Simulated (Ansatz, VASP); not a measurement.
## Two plane-wave programs on InSb3

```
In Sb
1.0
     0.00000    3.82799    3.82799
     3.82799    0.00000    3.82799
     3.82799    3.82799    0.00000
In Sb
1 3
Cartesian
  0.0000 0.0000 0.0000
  1.9140 1.9140 1.9140
  5.7420 5.7420 5.7420
  3.8280 3.8280 3.8280
```

The cell comes from a database or a generator and needn't be the stable form of this composition.

Alike in both runs: task single point; functional PBEsol; dispersion D4; k mesh 4 × 4 × 4; occupations fermi-dirac, width 0.05 eV; no spin polarisation.

|  | VASP | Ansatz |
| --- | --- | --- |
| version | VASP 6.6.1 | Ansatz 0.2.0 |
| potentials or method | VASP PAW PBE potentials, release 64 (In_d, Sb) | plane waves, PAW |
| plane-wave cutoff (eV) | 520 | 500 |
| valence electrons in the cell | 28 | 58 |

|  | VASP | Ansatz | Ansatz less VASP |
| --- | --- | --- | --- |
| pressure (GPa) | -6.9 | -6.8 | +0.04 |
| dispersion energy (meV/atom) | -281.7 | -282.0 | -0.22 |

The two sets of potentials don't hold the same shells in valence.

Caveats: the PAW data sets were made with another functional, which shifts forces and pressure a little (VASP); pairwise dispersion overbinds metals, which lowers pressure and volume. Spin-orbit coupling is left out, which matters for the levels of Sb.
